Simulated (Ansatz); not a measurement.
Crystal: Ir.

```
CELL_PARAMETERS angstrom
2.75138 0.00000 0.00000
-1.37569 2.38276 0.00000
0.00000 0.00000 4.46229
ATOMIC_POSITIONS crystal
Ir 0.66935 0.33687 0.74830
Ir 0.33065 0.66313 0.25170
```

This isn't the form of Ir at room conditions, which is fcc.

The cell isn't the ideal one: all atoms moved at random, sigma 0.02 Å a component.

- Program: Ansatz 0.2.0
- Task: relaxation of cell and atoms
- Functional: PBE
- Dispersion: D3(BJ)
- Potentials or basis: Ansatz PAW
- Cutoff: 420 eV (not typed: the program's choice for these potentials)
- k mesh: 11 × 11 × 6
- Occupations: fermi-dirac, width 0.05 eV
- Spin: no spin polarisation

At the start: volume 14.63 Å³/atom.

Problem. Where does the relaxation end?

Solution. It ends after 5 steps and the volume is 14.23 Å³/atom (-2.7 %); space group P6_3/mmc (No. 194, to 0.05 Å).

The path:
```tsv
step	energy change (eV)	largest force (eV/Å)	volume (Å³)
1	0.0000	0.1841	29.25
2	-0.0256	0.0671	28.55
3	-0.0262	0.0006	28.47
4	-0.0262	0.0000	28.47
5	-0.0257	0.0000	28.47
```

Final structure:
```xyz
2
Lattice="2.7269 0.0000 0.0000 -1.3635 2.3616 0.0000 0.0000 0.0000 4.4202" Properties=species:S:1:pos:R:3 pbc="T T T"
Ir    1.3635    0.7872    3.3152
Ir    0.0000    1.5744    1.1050
```

Caveat: the plane-wave basis is chosen anew once the cell has moved, so the energies of steps on either side of that aren't comparable; pairwise dispersion overbinds metals, which lowers pressure and volume.
